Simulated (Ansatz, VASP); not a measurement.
# LiCl in VASP and in Ansatz

```
Li Cl
1.0
     3.96452    0.00000    0.00000
    -1.98226    3.43338    0.00000
     0.00000    0.00000    6.99351
Li Cl
2 2
Direct
  0.66667 0.33333 0.88074
  0.33333 0.66667 0.38074
  0.66667 0.33333 0.49426
  0.33333 0.66667 0.99426
```

Alike in both runs: task single point; functional PBE; k mesh 9 × 9 × 4; occupations gaussian, width 0.02 eV; no spin polarisation.

|  | VASP | Ansatz |
| --- | --- | --- |
| version | VASP 6.6.1 | Ansatz 0.2.0 |
| potentials or method | VASP PAW PBE potentials, release 64 (Li_sv, Cl) | scalar-relativistic, plane waves, PAW |
| plane-wave cutoff (eV) | 520 | 420 |
| valence electrons in the cell | 20 | 20 |

```csv
,VASP,Ansatz,Ansatz less VASP
gap on the k mesh at the Fermi level (eV),5.53,5.53,-0.005
least direct gap on the mesh (eV),5.53,5.53,-0.005
rms of the force components (eV/Å),0.031,0.031,-0.0007
```

Atom by atom the forces differ by 0.001 eV/Å (rms over components). With one functional, cell and mesh, what is left measures potentials, basis and numerics.

Caveats: an odd mesh through Γ misses points on the zone boundary, where band edges often lie.
